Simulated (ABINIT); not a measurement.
Runs of ABINIT 10.8.3 (patched build) on Ge. Symmetry: I4/mmm, No. 139, tetragonal system. Conventional cell: a = 3.217 Å, b = 3.217 Å, c = 3.746 Å, α = 90.00°, β = 90.00°, γ = 90.00°. Around Ge (site symmetry 4/mmm) lie 12 Ge at 2.95 to 3.22 Å. The cell was built by a generator and needn't be a form met in nature.

| level | gap on the mesh (eV) | pressure (GPa) |
| --- | --- | --- |
| WC | none | (b) |
| AM05 | none | -3.2 |
| RPBE | none | 2.4 |
| PW91 | none | (a) |
| SCAN | none | -2.4 |

Alike in all rows: task single point; potentials or basis JTH PAW PBE v2.0; no spin polarisation; cell as given; k mesh 12 × 12 × 12; cutoff (eV) 707; smearing fermi-dirac 0.05 eV.

Question: Fill in the values left out.

Answer: (a) 1.2; (b) -2.1.

Caveats: the PAW data sets were made with another functional, which shifts forces and pressure a little.

A k mesh can miss the band edges, and the runs leave out spin-orbit coupling on Ge.

A gap of «none» marks a metal or a gap under the smearing width.

Runs at the PBE level aren't shown here.
